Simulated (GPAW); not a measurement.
Au:

```xyz
1
Lattice="0.0000 2.0350 2.0350 2.0350 0.0000 2.0350 2.0350 2.0350 0.0000" Properties=species:S:1:pos:R:3 pbc="T T T"
Au    0.0000    0.0000    0.0000
```

* Program: GPAW 26.7.0
* Task: relaxation of cell and atoms
* Functional: PBEsol
* Potentials or basis: PAW data sets generated in the run's folder for this functional
* Cutoff: 600 eV
* Basis: pw
* k mesh: 11 × 11 × 11
* Occupations: fermi-dirac, width 0.05 eV
* Spin: no spin polarisation

At the start: pressure 4.7 GPa; volume 16.85 Å³/atom.

Task: How do energy, volume and symmetry change on relaxing?

Result: Over 3 steps the energy falls by 6.3 meV/atom and the volume is 17.28 Å³/atom (+2.5 %); space group Fm-3m (No. 225, to 0.05 Å).

Step by step:
| step | energy change (eV) | largest force (eV/Å) | pressure (GPa) | volume (Å³) |
| --- | --- | --- | --- | --- |
| 1 | 0.0000 | 0.0000 | 4.67 | 16.85 |
| 2 | -0.0062 | 0.0000 | 0.70 | 17.21 |
| 3 | -0.0063 | 0.0000 | 0.03 | 17.28 |

Final structure:
```
Au
1.0
     0.00000    2.05191    2.05191
     2.05191    0.00000    2.05191
     2.05191    2.05191    0.00000
Au
1
Direct
  0.00000 0.00000 0.00000
```

Caveat: with this Au data set, volumes or pressures lay over 1.5 % or 2 GPa off other programs in two to four cells of ten; later steps reuse the first step's grids.
